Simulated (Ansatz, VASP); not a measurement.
This is a calculation of Si2W for VASP 6.6.1.

Contents of INCAR:

```
PREC = Accurate ; ENCUT = 520
EDIFF = 1E-6 ; ISMEAR = 0
SIGMA = 0.028999999999999998 ; LREAL = F
LASPH = T ; NELM = 80
ALGO = Normal ; ISIF = 2
LWAVE = F ; LCHARG = T
GGA = PE ; LELF = T
LVHAR = T ; NBANDS = 18
```

Contents of KPOINTS:

```
regular mesh
0
Gamma
  12 12 12
```

Contents of POSCAR:

```
Si2W
1.0
   -1.6069000000      1.6069000000      3.9149500000
    1.6069000000     -1.6069000000      3.9149500000
    1.6069000000      1.6069000000     -3.9149500000
W Si
1 2
Direct
    0.0000000000      0.0000000000      0.0000000000
    0.6653000000      0.6653000000      0.0000000000
    0.3347000000      0.3347000000      0.0000000000
```

Potentials or basis: VASP PAW PBE potentials, release 64 (W_sv, Si).

The run is started by

```sh
$ cat potpaw_PBE.64/W_sv/POTCAR potpaw_PBE.64/Si/POTCAR > POTCAR
$ mpirun -np 1 vasp_std > vasp.out
```

Q: Translate it to Ansatz 0.2.0. Potentials there: Ansatz PAW.

A: As run (the cutoff follows the program's own potentials):

Contents of input.yaml:

```yaml
crystal:
  lattice:
    - [-1.6069, 1.6069, 3.91495]
    - [1.6069, -1.6069, 3.91495]
    - [1.6069, 1.6069, -3.91495]
  atoms:
    - { symbol: W, position: [0.0, 0.0, 0.0] }
    - { symbol: Si, position: [0.6653, 0.6653, 0.0] }
    - { symbol: Si, position: [0.3347, 0.3347, 0.0] }
hamiltonian:
  xc: pbe
  pseudopotentials: { kind: paw }
kpoints:
  mp_grid: { grid: [12, 12, 12] }
scf:
  occupations: { method: gaussian, width: 0.029 }
output:
  forces: true
  stress: true
  eigenvalues: true
```

Potentials or basis: Ansatz PAW.

Command:

```sh
$ ansatz run input.yaml --threads 2 --pin off --max-ram 5632MiB --backend cpu --events-out ev --progress --plain --runs-dir out
```

Both were run:

|  | VASP | Ansatz | Ansatz less VASP |
| --- | --- | --- | --- |
| gap on the k mesh at the Fermi level (eV) | none | none | - |
| pressure (GPa) | 3.3 | 3.3 | -0.07 |
| largest component of the traceless stress (GPa) | 0.37 | 0.43 | +0.063 |
| rms of the force components (eV/Å) | 0.040 | 0.038 | -0.0013 |

Atom by atom the forces differ by 0.001 eV/Å (rms over components). A gap of «none» marks a metal or a gap that the smearing closes. The functional is the same, so the differences come from potentials, cutoffs and numerics.

Spin-orbit coupling is left out, which matters for the levels of W.
